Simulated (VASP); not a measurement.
# Be (Im-3m) in VASP: further runs

The runs below take Be through single point, with PBEsol+D3, PBE.

Everything below comes from runs of VASP 6.6.1. Logs are shortened: lines on timing, memory, paths and dates and some standing lists are left out, and cuts for length are marked.

## Step 1: The crystal as given

It takes space group Im-3m (No. 229, cubic). Conventional cell: a = 2.506 Å, b = 2.506 Å, c = 2.506 Å, α = 90.00°, β = 90.00°, γ = 90.00°. Around Be (site symmetry m-3m) lie 8 Be at 2.17 Å.

This isn't the form of Be at room conditions, which is hcp.

## Step 2: Single point, PBEsol+D3

run.py reads:

```python
from ase.calculators.vasp import Vasp
from ase.dft.bandgap import bandgap
from ase.spacegroup import crystal

atoms = crystal(
    ['Be'],
    basis=[[0.0, 0.0, 0.0]],
    spacegroup=229,
    setting=1,
    cellpar=[2.5062419, 2.5062419, 2.5062419, 90.0, 90.0, 90.0],
    primitive_cell=True,
)
calc = Vasp(
    directory='calc',
    xc='pbesol',
    pp='PBE',
    setups='recommended',
    prec='Accurate',
    encut=520,
    ediff=1e-06,
    ismear=-5,
    sigma=0.05,
    lreal=False,
    lasph=True,
    nelm=100,
    algo='Fast',
    isif=2,
    lwave=False,
    lcharg=False,
    ivdw=11,
    kpts=[15, 15, 15],
    gamma=True,
)
atoms.calc = calc

print('energy (eV):', atoms.get_potential_energy())
print('free energy (eV):', atoms.get_potential_energy(force_consistent=True))
print('forces (eV/A):')
print(atoms.get_forces())
print('stress (eV/A^3, Voigt):', atoms.get_stress())
print('Fermi level (eV):', calc.get_fermi_level())
gap, top, bottom = bandgap(calc)
print('band gap (eV):', gap, 'from (spin, k, band)', top, 'to', bottom)
```

Potentials or basis: VASP PAW PBE potentials, release 64 (Be).

Run with:

```
$ python run.py
```

The program printed:

```text
energy (eV): -4.0806337
free energy (eV): -4.0806337
forces (eV/A):
[[ 0. -0. -0.]]
stress (eV/A^3, Voigt): [ 0.03894227  0.03894227  0.03894227  0.         -0.         -0.        ]
Fermi level (eV): 8.03314651
band gap (eV): 0.0 from (spin, k, band) (None, None, None) to (None, None, None)
```

OUTCAR:

```text
ENCUT = 520.000000
   EDIFF = 1.00e-06
   GGA = PS
   PREC = Accurate
   ISIF = 2
   ISMEAR = -5
   NELM = 100
   IVDW = 11
   LASPH = .TRUE.
   LREAL = .FALSE.
 IVDW          = 11

 ion  position               nearest neighbor table
   1  0.000  0.000  0.000-

  LATTYP: Found a body centered cubic cell.
 ALAT       =     2.5062419000

  Lattice vectors:

 A1 = (  -1.2531209500,   1.2531209500,   1.2531209500)
 A2 = (   1.2531209500,  -1.2531209500,   1.2531209500)
 A3 = (   1.2531209500,   1.2531209500,  -1.2531209500)

Analysis of symmetry for initial positions (statically):
=====================================================================
 Subroutine PRICEL returns:
 Original cell was already a primitive cell.

 Routine SETGRP: Setting up the symmetry group for a
 body centered cubic supercell.

 Subroutine GETGRP returns: Found 48 space group operations
 (whereof 48 operations were pure point group operations)
 out of a pool of 48 trial point group operations.

The static configuration has the point symmetry O_h .

Analysis of symmetry for dynamics (positions and initial velocities):
=====================================================================
 Subroutine PRICEL returns:
 Original cell was already a primitive cell.

 Routine SETGRP: Setting up the symmetry group for a
 body centered cubic supercell.

 Subroutine GETGRP returns: Found 48 space group operations
 (whereof 48 operations were pure point group operations)
 out of a pool of 48 trial point group operations.

The dynamic configuration has the point symmetry O_h .

 Subroutine INISYM returns: Found 48 space group operations
 (whereof 48 operations are pure point group operations),
 and found     1 'primitive' translations

----------------------------------------------------------------------------------------

                                     Primitive cell

  volume of cell :       7.8712

  direct lattice vectors                    reciprocal lattice vectors
    -1.253120950  1.253120950  1.253120950     0.000000000  0.399003783  0.399003783
     1.253120950 -1.253120950  1.253120950     0.399003783  0.000000000  0.399003783
     1.253120950  1.253120950 -1.253120950     0.399003783  0.399003783  0.000000000

  length of vectors
     2.170469153  2.170469153  2.170469153     0.564276562  0.564276562  0.564276562

  position of ions in fractional coordinates (direct lattice)
     0.000000000  0.000000000  0.000000000

  ion indices of the primitive-cell ions
   primitive index   ion index
                 1           1

----------------------------------------------------------------------------------------

 KPOINTS: KPOINTS created by Atomic Simulation Env

Automatic generation of k-mesh.
 Grid dimensions read from file:
 generate k-points for:   15   15   15

 Generating k-lattice:

  Cartesian coordinates                     Fractional coordinates (reciprocal lattice)
     0.000000000  0.026600252  0.026600252     0.066666667  0.000000000  0.000000000
     0.026600252  0.000000000  0.026600252     0.000000000  0.066666667  0.000000000
     0.026600252  0.026600252  0.000000000     0.000000000  0.000000000  0.066666667

  Length of vectors
     0.037618437  0.037618437  0.037618437

  Shift w.r.t. Gamma in fractional coordinates (k-lattice)
     0.000000000  0.000000000  0.000000000

 TETIRR: Found   3891 inequivalent tetrahedra from    20250

 Subroutine IBZKPT returns following result:
 ===========================================

 Found    120 irreducible k-points:

 Following reciprocal coordinates:
            Coordinates               Weight
  0.000000  0.000000  0.000000      1.000000
  0.066667  0.000000  0.000000     12.000000
  0.133333  0.000000  0.000000     12.000000
  0.200000  0.000000  0.000000     12.000000
  0.266667  0.000000  0.000000     12.000000
  0.333333  0.000000  0.000000     12.000000
[... 16 lines left out ...]
  0.333333  0.200000 -0.000000     48.000000
  0.400000  0.200000  0.000000     24.000000
 [... further k-points ...]
   k-points           NKPTS =    120   k-points in BZ     NKDIM =    120   number of bands    NBANDS=      5
   number of dos      NEDOS =    301   number of ions     NIONS =      1
   total plane-waves  NPLWV =   4096
   dimension x,y,z NGX =    16 NGY =   16 NGZ =   16
   dimension x,y,z NGXF=    32 NGYF=   32 NGZF=   32
   ions per type =               1
   NGX,Y,Z   is equivalent  to a cutoff of  12.26, 12.26, 12.26 a.u.
   NGXF,Y,Z  is equivalent  to a cutoff of  24.51, 24.51, 24.51 a.u.
 SYSTEM =  unknown system
   PREC   = accura    normal or accurate (medium, high low for compatibility)
   ISTART =      0    job   : 0-new  1-cont  2-samecut
   ICHARG =      2    charge: 1-file 2-atom 10-const
   ISPIN  =      1    spin polarized calculation?
   LNONCOLLINEAR =      F non collinear calculations
   LSORBIT =      F    spin-orbit coupling
   LASPH  =      T    aspherical Exc in radial PAW
   ENCUT  =  520.0 eV  38.22 Ry    6.18 a.u.   4.04  4.04  4.04*2*pi/ulx,y,z
   NELM   =    100;   NELMIN=  2; NELMDL= -5     # of ELM steps
   EDIFF  = 0.1E-05   stopping-criterion for ELM
   LREAL  =      F    real-space projection
   EDIFFG = 0.1E-04   stopping-criterion for IOM
   NSW    =      0    number of steps for IOM
   IBRION =     -1    ionic relax: 0-MD 1-quasi-New 2-CG
   NFREE  =      0    steps in history (QN), initial steepest desc. (CG)
   ISIF   =      2    stress and relaxation
   ISYM   =      2    0-nonsym 1-usesym 2-fastsym
   POTIM  = 0.5000    time-step for ionic-motion
   TEBEG  =    0.0;   TEEND  =   0.0 temperature during run
   PSTRESS=    0.0 pullay stress
   NELECT =       2.0000    total number of electrons
   NUPDOWN=      -1.0000    fix difference up-down
   EMIN   =  10.00;   EMAX   =-10.00  energy-range for DOS
   EFERMI =   0.00;   METHOD = LEGACY
   ISMEAR =    -5;   SIGMA  =   0.05  broadening in eV -4-tet -1-fermi 0-gaus
   EFERMI_NEDOS =   21; number of points for ismear=-14 and -15
   IALGO  =     68    algorithm
   IMIX   =      4    mixing-type and parameters
     AMIX     =   0.40;   BMIX     =  1.00
     AMIX_MAG =   1.60;   BMIX_MAG =  1.00
  volume/ion in A,a.u.               =       7.87        53.12
  Fermi-wavevector in a.u.,A,eV,Ry     =   1.036904  1.959464 14.628572  1.075170
  Thomas-Fermi vector in A             =   2.171317
   LORBIT       =      0    0 simple, 1 ext, 2 COOP (PROOUT), +10 PAW based schemes
   GGA     = PS    functional components
   LHFCALC =     F    Hartree Fock is set to
   AEXX    =    0.0000 exact exchange contribution
   IVDW    =    11    specifies the selected vdW correction
   LEPSILON=     F    determine dielectric tensor
   LRPA    =     F    only Hartree local field effects (RPA)
 non-spin polarized calculation
 RMM-DIIS sequential band-by-band and
 Fermi weights with tetrahedron method with Bloechl corrections
  energy-cutoff  :      520.00
  volume of cell :        7.87
 maximum number of plane-waves:       236
   NGX =  7   NGY =  7   NGZ =  7

 number of electron       2.0000000 magnetization

 Free energy of the ion-electron system (eV)
  ---------------------------------------------------
  ext. energy  EPLUGINS =         0.00000000
  ---------------------------------------------------
  free energy    TOTEN  =        -3.90003560 eV

  energy without entropy =       -3.90003560  energy(sigma->0) =       -3.90003560

 E-fermi :   8.0331     XC(G=0): -10.6281

 val. band max:        7.8040676788   @ k =   0.2667   0.2667   0.2000
 cond. band min:       7.6774810246   @ k =  -0.4000  -0.4000   0.2000
 fundamental gap:     -0.1265866543
 Fermi energy:         8.0331465128

 k-point     1 :       0.0000    0.0000    0.0000
  band No.  band energies     occupation
      1      -4.3162      2.00000
      2      27.2591      0.00000
      3      27.2591      0.00000
      4      27.2591      0.00000
      5      38.6175      0.00000

 k-point     2 :       0.0667    0.0000    0.0000
  band No.  band energies     occupation
      1      -4.1606      2.00000
      2      26.4835      0.00000
      3      26.6451      0.00000
      4      27.0761      0.00000
      5      36.6743      0.00000
[... 169 lines left out ...]
 k-point    24 :       0.4000    0.2000    0.0000
  band No.  band energies     occupation
      1       4.0730      2.00000
      2       8.2696      0.02641
      3      15.5144      0.00000
      4      21.1360      0.00000
      5      34.5296      0.00000

 [... further k-points ...]

------------------------ aborting loop because EDIFF is reached ----------------------------------------

 Edisp (eV)   -0.18060

 E8    (eV) :    -0.0936

  FORCE on cell =-STRESS in cart. coord.  units (eV):
  Direction    XX          YY          ZZ          XY          YZ          ZX
  --------------------------------------------------------------------------------------
  -------------------------------------------------------------------------------------
  Total      -0.30652    -0.30652    -0.30652     0.00000     0.00000     0.00000
  in kB     -62.39239   -62.39239   -62.39239     0.00000     0.00000     0.00000
  external pressure =      -62.39 kB  Pullay stress =        0.00 kB

 VOLUME and BASIS-vectors are now :
 -----------------------------------------------------------------------------
  energy-cutoff  :      520.00
  volume of cell :        7.87
      direct lattice vectors                 reciprocal lattice vectors
    -1.253120950  1.253120950  1.253120950     0.000000000  0.399003783  0.399003783
     1.253120950 -1.253120950  1.253120950     0.399003783  0.000000000  0.399003783
     1.253120950  1.253120950 -1.253120950     0.399003783  0.399003783  0.000000000

 POSITION                                       TOTAL-FORCE (eV/Angst)
 -----------------------------------------------------------------------------------
      0.00000      0.00000      0.00000         0.000000     -0.000000     -0.000000
 -----------------------------------------------------------------------------------
    total drift:                               -0.000000     -0.000000     -0.000000

  FREE ENERGIE OF THE ION-ELECTRON SYSTEM (eV)
  ---------------------------------------------------
  free  energy   TOTEN  =        -4.0806336971 eV

  energy  without entropy=       -4.0806336971  energy(sigma->0) =       -4.08063370
```

INCAR:

```text
ENCUT = 520.000000
SIGMA = 0.050000
EDIFF = 1.00e-06
ALGO = Fast
GGA = PS
PREC = Accurate
ISIF = 2
ISMEAR = -5
NELM = 100
IVDW = 11
LASPH = .TRUE.
LCHARG = .FALSE.
LWAVE = .FALSE.
LREAL = .FALSE.
```

Wall time 7.6 s (1 thread of AMD EPYC 7R13 (Zen 3), shared host); peak memory 0.09 GiB.

Results:

```yaml
Free_energy: -4.0806 eV
Pressure: -6.2 GPa
Band_gap_on_the_k_mesh: none (metal or under the smearing width)
Dispersion_energy_per_atom: -0.181 eV
```

Caveat: the PAW data sets were made with another functional, which shifts forces and pressure a little; pairwise dispersion overbinds metals, which lowers pressure and volume; tetrahedron occupations give inexact forces and stress in metals.

## Step 3: Single point, PBE

INCAR reads:

```
PREC     = Accurate       # precision mode
ENCUT    = 500            # plane-wave cutoff, eV
EDIFF    = 1E-6           # SCF threshold, eV
ISMEAR   = 0              # smearing method
SIGMA    = 0.05           # smearing width, eV
LREAL    = False          # projectors in reciprocal space
LASPH    = True           # aspherical terms in the spheres
NELM     = 100            # most SCF steps
ALGO     = Fast           # electronic algorithm
ISIF     = 2              # what is computed and relaxed
LWAVE    = False          # write WAVECAR
LCHARG   = False          # write CHGCAR
GGA      = PE             # functional
```

KPOINTS reads:

```
Automatic mesh
0
Gamma
  15 15 15
```

POSCAR reads:

```
Be
1.0
   -1.2531209513      1.2531209513      1.2531209513
    1.2531209513     -1.2531209513      1.2531209513
    1.2531209513      1.2531209513     -1.2531209513
Be
1
Direct
    0.0000000000      0.0000000000      0.0000000000
```

Potentials or basis: VASP PAW PBE potentials, release 64 (Be).

Run with:

```
$ cat potpaw_PBE.64/Be/POTCAR > POTCAR
$ mpirun -np 1 vasp_std > vasp.out
```

Wall time 3.3 s (1 thread of AMD EPYC 9R45 (Zen 5), shared host); peak memory 0.07 GiB.

The run converged. Its results:

| Property | Result |
| --- | --- |
| Free energy | -3.6649 eV |
| Pressure | -0.7 GPa |
| Band gap on the k mesh | none (metal or under the smearing width) |

Levels at points of the mesh, in eV from the Fermi level:
```
           k point  band 1  band 2  band 3  band 4  band 5
(0.00, 0.00, 0.00)  -12.14   19.44   19.44   19.44   30.79
```

## Step 4: The reference run

An earlier run on the cell as given: functional PBE; potentials or basis VASP PAW PBE potentials, release 64 (Be); cutoff 520 eV; k mesh 15 × 15 × 15; occupations fermi-dirac, width 0.05 eV; no spin polarisation.

- Pressure: -0.7 GPa
- Band gap on the k mesh: none (metal or under the smearing width)

## Step 5: Overview

```tsv
level	cutoff (eV)	smearing	gap on the mesh (eV)	pressure (GPa)
PBEsol+D3	520	tetrahedron	none	-6.2
PBE	500	gaussian 0.05 eV	none	-0.7
PBE	520	fermi-dirac 0.05 eV	none	-0.7
```

Alike in all rows: task single point; potentials or basis VASP PAW PBE potentials, release 64 (Be); no spin polarisation; cell as given; k mesh 15 × 15 × 15.

Every run on the cell as given and a fine mesh finds a metal. The pressure there spans -6.2 GPa (PBEsol+D3) to -0.7 GPa (PBE); a positive pressure means that this level wants a larger cell, a negative one a smaller.

Caveats: the PAW data sets were made with another functional, which shifts forces and pressure a little (some runs); pairwise dispersion overbinds metals, which lowers pressure and volume (some runs); tetrahedron occupations give inexact forces and stress in metals (some runs).

Total energies depend on the potentials used, so only differences within one code and one set of settings carry meaning.
